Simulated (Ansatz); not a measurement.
## HfN under changes of volume

One of the cells (11.482 Å³/atom); the others are scaled copies at fixed shape and fractional positions:

```xyz
2
Lattice="0.0000 2.2560 2.2560 2.2560 0.0000 2.2560 2.2560 2.2560 0.0000" Properties=species:S:1:pos:R:3 pbc="T T T"
Hf    0.0000    0.0000    0.0000
N     2.2560    2.2560    2.2560
```

* Program: Ansatz 0.2.0
* Functional: r2SCAN
* Potentials or basis: Ansatz PAW
* Cutoff: 500 eV (not typed: the program's choice for these potentials)
* k mesh: 10 × 10 × 10
* Occupations: fermi-dirac, width 0.05 eV
* Spin: no spin polarisation

```tsv
volume (Å³/atom)	energy over the lowest point (meV/atom)	pressure (GPa)
10.793	53.07	23.2
11.023	?	?
11.252	8.04	8.8
11.482	0.00	2.6
11.712	0.35	-3.0
11.941	8.27	-8.0
12.171	23.02	-12.5
```

Q: What does the run at 11.023 Å³/atom give?

A: Energy over the lowest point 25.39 meV/atom; pressure 15.6 GPa.

Worked out: A Birch-Murnaghan fit of order 3 (a polynomial in V^(-2/3)) to the other rows has its minimum at 11.59 Å³/atom with B0 = V·E''(V) = 282 GPa and B' = 4.2. It gives 25.34 meV/atom at 11.023 Å³/atom, against the run's 25.39, and -dE/dV = 15.6 GPa, against 15.6.

Energies are extrapolated to zero smearing.

Caveats: the PAW data sets come from PBE, with cores solved anew for the run's functional, which leaves a small shift of forces and pressure.
